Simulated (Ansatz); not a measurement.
The guess for CdS3 was made by a generator: perovskite family, tilts a-a-a- (R-3c, No. 167) (A site vacant; B site Cd; X site S). The dimensions are guesses.

```
Cd S
1.0
     3.67696    2.12289    6.00444
    -3.67696    2.12289    6.00444
     0.00000   -4.24578    6.00444
Cd S
2 6
Direct
  0.50000 0.50000 0.50000
  0.00000 0.00000 0.00000
  0.82388 0.25000 0.67612
  0.67612 0.82388 0.25000
  0.25000 0.67612 0.82388
  0.17612 0.75000 0.32388
  0.32388 0.17612 0.75000
  0.75000 0.32388 0.17612
```

All numbers below come from Ansatz, DFT PBE, scalar-relativistic, plane waves, PAW. Cutoff 420 eV, Gaussian smearing, Γ-centred meshes. Cell and atoms relax on a converged mesh. In metals the finer mesh still leaves noise of several meV/atom or more. The steps can't lower the symmetry of their start. No spin polarisation.

A guess keeps its type if space group and coordination stay and the shape of the cell changes little (axis ratios within about 15 %, angles within 6°); the volume may change.

Q: Does it keep its structure type, or change into something else?

A: It doesn't keep its type. The symmetry goes from R-3c (No. 167) to R-3m (No. 166), and the primitive cell from 8 to 4 atoms. The volume per atom shrinks by 33.6 %, from 35.2 to 23.3 Å³. The shortest distance goes from 2.66 Å (Cd–S) to 2.58 Å (Cd–S). Counting neighbours within 15 % of an atom's shortest distance, the start has Cd 6, S 2 and the end Cd 6, S 6. In detail, at the end Cd has 6 S at 2.58 Å; S is surrounded by 2 Cd at 2.58 Å and 4 S at 2.88 Å.

```
CELL_PARAMETERS angstrom
4.28924 2.47640 1.46525
-4.28924 2.47640 1.46525
0.00000 -4.95279 1.46525
ATOMIC_POSITIONS crystal
Cd 0.00000 0.00000 0.00000
S 0.00000 0.00000 0.50000
S 0.50000 0.00000 0.00000
S 0.00000 0.50000 0.00000
```

Formation energies are uncorrected and refer to the elements' standard structures at the same level.

Q: At what energy does it end?

A: +0.53 eV/atom. It can't be a ground state, since the elements alone are lower.

The last run used a 6×6×6 mesh for its 8-atom cell and Gaussian smearing of 0.10 eV. The cell is a metal run without spin; a magnetic state may lie lower. The reference form of S is held partly by dispersion forces, which this level lacks. A structure relaxed within its symmetry needn't be a true minimum.
